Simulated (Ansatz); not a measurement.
The system is BaTiO3.

```
Ba Ti O
1.0
     4.00730    0.00000    0.00000
     0.00000    4.00730    0.00000
     0.00000    0.00000    4.00730
Ba Ti O
1 1 3
Direct
  0.50903 0.45529 0.50668
  0.94374 0.06998 0.95431
  0.52053 0.00683 0.05543
  0.01265 0.49197 0.05272
  0.01405 0.97593 0.43085
```

```yaml
Program: Ansatz 0.2.0
Task: relaxation of cell and atoms
Functional: PBEsol
Potentials_or_basis: Ansatz PAW
Cutoff: "420 eV (not typed: the program's choice for these potentials)"
k_mesh: 7 × 7 × 7
Occupations: fermi-dirac, width 0.05 eV
Spin: no spin polarisation
Hubbard_terms: Ti d U = 1 eV
```

At the start: volume 12.87 Å³/atom.

**Question.** How do energy, volume and symmetry change on relaxing?

**Answer.** It ends after 10 steps and the volume is 12.68 Å³/atom (-1.5 %); space group R3m (No. 160, to 0.05 Å).

The path:
| step | energy change (eV) | largest force (eV/Å) | volume (Å³) |
| --- | --- | --- | --- |
| 1 | 0.0000 | 4.3298 | 64.35 |
| 2 | -1.6456 | 1.4941 | 66.07 |
| 3 | -1.9411 | 0.1508 | 61.53 |
| 4 | -1.9430 | 0.1886 | 64.05 |
| 5 | -1.9562 | 0.2612 | 63.22 |
| 6 | -1.9632 | 0.0167 | 63.51 |
| 7 | -1.9635 | 0.0037 | 63.45 |
| 8 | -1.9603 | 0.0036 | 63.45 |
| 9 | -1.9605 | 0.0003 | 63.41 |
| 10 | -1.9604 | 0.0003 | 63.41 |

Final structure:
```
CELL_PARAMETERS angstrom
3.98777 -0.00377 -0.00382
-0.00377 3.98740 0.00378
-0.00382 0.00378 3.98772
ATOMIC_POSITIONS crystal
Ba 0.49438 0.50558 0.50562
Ti 0.98452 0.01539 0.01547
O 0.51080 0.99488 0.99486
O 0.00516 0.48927 0.99484
O 0.00515 0.99488 0.48921
```

Caveat: the electronic state changed during the relaxation; the plane-wave basis is chosen anew once the cell has moved, so the energies of steps on either side of that aren't comparable; the pressure holds a Pulay correction of +0.6 GPa for the finite cutoff; the PAW data sets come from PBE, with cores solved anew for the run's functional, which leaves a small shift of forces and pressure.
